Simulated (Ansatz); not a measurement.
Input of an Ansatz 0.2.0 run:

File input.yaml:

```yaml
crystal:
  lattice: { a: 3.42817868, b: 3.42817868, c: 3.42817868, alpha: 90.0, beta: 90.0, gamma: 90.0 }
  space_group: 225
  setting: { hermann_mauguin: Fm-3m }
  reduce_to_primitive: true
  atoms:
    - { symbol: Ni, position: [0.0, 0.0, 0.0], spin: 1.0 }
kpoints:
  mp_grid: { grid: [13, 13, 13] }
scf:
  occupations: { method: tetrahedron }
hamiltonian:
  xc: rpbe
  pseudopotentials:
    kind: all_electron
    lapw: { basis_error: 0.002 }
    dirac_shells: { Ni: ["2p"] }
  hubbard:
    sites: [{ species: Ni, l: d, u_eff: 3.5 }]
    double_counting: fll
    projectors: ortho-atomic
magnetization:
  spin_polarized: true
output:
  forces: true
  stress: true
  eigenvalues: true
  xc_energy_on_converged_density: [rpbe, revpbe, pbesol]
```

Potentials or basis: all-electron LAPW, inner shells corrected to Dirac's equation.

Run with:

```console
$ ansatz run input.yaml --threads 2 --pin off --max-ram 6144MiB --backend cpu --events-out ev --progress --plain --runs-dir out
```

(1) What does it give for the band gap on the k mesh?

(2) Estimate the site moments.

Results:

(1) none (metal or under the smearing width).

(2) Ni +0.68 μB.

Caveat: the magnetic state may not be the lowest; the U is typed as a test and isn't derived for this compound.
